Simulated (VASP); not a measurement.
Here is a VASP 6.6.1 calculation.

The input INCAR:

```
PREC = Accurate
ENCUT = 520
EDIFF = 1E-7
ISMEAR = -1
SIGMA = 0.1
LREAL = False
LASPH = True
NELM = 100
ALGO = Fast
ISIF = 2
LWAVE = False
LCHARG = True
GGA = CA
LELF = True
LVHAR = True
NBANDS = 29
```

The input KPOINTS:

```
Automatic mesh
0
Gamma
  3 3 4
```

File POSCAR:

```
Ti2O3
1.0
    4.5922000000      0.0000000000      0.0000000000
    0.0000000000      4.5922000000      0.0000000000
    0.0000000000      0.0000000000      2.9574000000
Ti O
2 3
Direct
    0.0000000000      0.0000000000      0.0000000000
    0.5000000000      0.5000000000      0.5000000000
    0.3049599321      0.3049599321      0.0000000000
   -0.1895403075      1.0779123296      0.5000784473
    0.6950400679      0.6950400679      0.0000000000
```

Potentials or basis: VASP PAW LDA potentials, release 64 (Ti_sv, O).

Command:

```sh
$ cat potpaw_LDA.64/Ti_sv/POTCAR potpaw_LDA.64/O/POTCAR > POTCAR
$ mpirun -np 1 vasp_std > vasp.out
```

Task: Predict the band gap on the k mesh.

Result: 0.04 eV, indirect (least direct gap 0.33 eV).

Task: What does it give for the pressure?

Result: 2.4 GPa.

Task: Estimate the largest force.

Result: 3.120 eV/Å.

Forces in eV/Å, atoms in the order of the input:
```
Ti   1.896 -0.786  0.005
Ti   0.092  0.435  0.000
O   -0.585 -0.574  0.000
O   -1.055  2.936 -0.006
O   -0.348 -2.011  0.001
```

Caveat: the k mesh is coarse (spacing up to 0.53 Å⁻¹), so the values aren't converged.
